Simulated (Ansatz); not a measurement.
# BP: the cost of one run

Method: DFT PBE, scalar-relativistic, plane waves, PAW, in Ansatz 0.2.0.

## (1) The structure to begin with

It takes space group P4/mmm (No. 123, tetragonal). The conventional cell has a = 2.970 Å, b = 2.970 Å, c = 3.297 Å, α = 90.00°, β = 90.00°, γ = 90.00°. Around B (site symmetry 4/mmm) lie 8 P at 2.67 Å and 4 B at 2.97 Å. Around P (site symmetry 4/mmm) lie 8 B at 2.67 Å and 4 P at 2.97 Å.

As a file:

```
B P
1.0
     2.97047    0.00000    0.00000
     0.00000    2.97047    0.00000
     0.00000    0.00000    3.29739
B P
1 1
Direct
  0.00000 0.00000 0.00000
  0.50000 0.50000 0.50000
```

The cell is invented: species swapped into a database cell of TaRu (P4/mmm, No. 123), with P on the Ta sites and B on the Ru sites. Its size is a rough estimate.

## (2) The guess as it stands, on a coarse mesh

input.yaml

```yaml
crystal:
  lattice:
    - [2.97046992, 0.0, 0.0]
    - [0.0, 2.97046992, 0.0]
    - [0.0, 0.0, 3.29738699]
  atoms:
    - { symbol: B, position: [0.0, 0.0, 0.0] }
    - { symbol: P, position: [0.5, 0.5, 0.5] }
basis:
  ecutwfc: 420
kpoints:
  mp_grid: { grid: [6, 6, 6] }
hamiltonian:
  xc: pbe
scf:
  occupations: { method: gaussian, width: 0.1 }
  lower_state_search: "off"
output:
  forces: true
  stress: true
  eigenvalues: true
```

The run is started by

```bash
> ansatz run input.yaml --threads 1 --pin off --max-ram 2048MiB --backend cpu --events-out ev --progress --plain --runs-dir out
```

Q: Estimate wall time and peak memory on 1 thread of Intel Xeon Platinum 8259CL at 2.50GHz (Skylake/Cascade Lake), shared host.

About 1.8 s, with a peak of 0.33 GiB.
